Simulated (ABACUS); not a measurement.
FeO (Wuestite):

```
CELL_PARAMETERS angstrom
0.00000 2.15540 2.15540
2.15540 0.00000 2.15540
2.15540 2.15540 0.00000
ATOMIC_POSITIONS crystal
Fe 0.00000 0.00000 0.00000
O 0.50000 0.50000 0.50000
```

Program: ABACUS 3.10.1. Alike in all runs: task single point; potentials or basis PseudoDojo NC SR 0.4.1 PBEsol standard, DZP LCAO (the cutoffs set its grid); spin collinear, ferromagnetic start; cell as given; k mesh 6 × 6 × 6; cutoff (eV) 1361; smearing fermi-dirac 0.05 eV; the mesh is coarse, so values aren't converged.

Q: Order these runs on this cell by their pressure, lowest first.
A. level PBEsol+U; U Fe d U = 4 eV; SCF threshold on the density 1e-06; max SCF steps 120; mixing share 0.2; symmetry key -1; threshold to restart the mixing 0.0005
B. level PBEsol+U; U Fe d U = 2 eV; SCF threshold on the density 1e-06; max SCF steps 120; mixing share 0.2; symmetry key -1; threshold to restart the mixing 0.0005
C. level PBEsol+U; U Fe d U = 6 eV; SCF threshold on the density 1e-06; max SCF steps 120; mixing share 0.2; symmetry key -1; threshold to restart the mixing 0.0005
D. level PBEsol+U; U Fe d U = 8 eV; SCF threshold on the density 1e-06; max SCF steps 120; mixing share 0.2; symmetry key -1; threshold to restart the mixing 0.0005
E. level PBEsol; SCF threshold on the density 1e-07; max SCF steps 100; mixing share 0.4; symmetry key 1

A: E (-8.3 GPa), B (-6.7 GPa), A (-5.1 GPa), C (-3.2 GPa), D (-1.4 GPa).

Caveats: all runs use coarse meshes; the atomic orbitals were generated for these runs and aren't a published set; the basis of atomic orbitals isn't converged, which shifts pressures, moduli and gaps; a cell with one magnetic atom can't hold antiferromagnetic order, which such compounds often take.

Not every run made on this cell is shown here.
